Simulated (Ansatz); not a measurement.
# Pressure against volume in GaH

The cell was found from a structure generator's guess, not taken from experiment.

Level of theory: DFT PBE, scalar-relativistic, plane waves, PAW in Ansatz. The final run on the 2-atom cell used 420 eV, a Γ-centred 18×18×14 mesh, 0.10 eV smearing and no spin polarisation.

```cif
data_structure
_symmetry_space_group_name_H-M 'P 1'
_symmetry_Int_Tables_number 1
_cell_length_a 2.7853
_cell_length_b 2.7853
_cell_length_c 3.5382
_cell_angle_alpha 90.000
_cell_angle_beta 90.000
_cell_angle_gamma 120.000
_cell_volume 23.77
loop_
_atom_site_label
_atom_site_type_symbol
_atom_site_fract_x
_atom_site_fract_y
_atom_site_fract_z
_atom_site_occupancy
Ga1 Ga 0.00000 0.00000 0.00000 1
H1 H 0.00000 0.00000 0.50000 1
```

The cell was set to several volumes, with shape and atoms relaxed at each where symmetry leaves them free. Pressure is positive in compression, and energies count from the lowest row. No row has a gap on its mesh.

```
row  V (Å³/atom)  P (GPa)  ΔE (meV/atom)
  1       10.460    10.14           39.6
  2       10.816     6.87           20.8
  3       11.173        ?              ?
  4       11.529     1.88            2.0
  5       11.886     0.00            0.0
  6       12.243    -1.57            1.8
  7       12.599    -2.84            6.8
  8       13.075    -4.20           17.3
```

Problem. Find B = −V·ΔP/ΔV from rows 4 and 6 and from rows 1 and 2, and from the two its slope B′ and its value B0 at zero pressure.

Solution. Rows 4 and 6 give −(11.529 + 12.243)/2 × (-1.57 − (1.88))/(12.243 − 11.529) = 57.4 GPa at a mean pressure of 0.15 GPa. Rows 1 and 2 give −(10.460 + 10.816)/2 × (6.87 − (10.14))/(10.816 − 10.460) = 97.7 GPa at a mean pressure of 8.51 GPa. So B′ = (97.7 − 57.4)/(8.51 − (0.15)) = 4.82 and B0 = 57.4 − 4.82 × (0.15) = 56.7 GPa. A third-order Birch–Murnaghan fit to all the energies gives B0 = 56.9 GPa and B′ = 5.3.

Problem. Estimate the pressure and energy of row 3.

Solution. From row 5, V0 = 11.886 × (1 + (0.00)/56.7) = 11.886 Å³/atom. Murnaghan's form P = (B0/B′)·[(V0/V)^B′ − 1] gives (56.7/4.82) × [(11.886/11.173)^4.82 − 1] = 4.09 GPa; the computed pressure is 4.15 GPa, so the estimate is off by -0.06 GPa. The work of compression from row 4, with the mean of the two pressures, gives ΔE = 2.0 + (4.09 + 1.88)/2 × (11.529 − 11.173)/160.2 × 1000 = 8.6 meV/atom (1 eV/Å³ = 160.2 GPa); the computed value is 8.6 meV/atom.

All volumes keep the k mesh of the relaxed cell. A later test with randomly moved atoms came back to the same energy, though modes that don't fit the test's cell weren't probed.
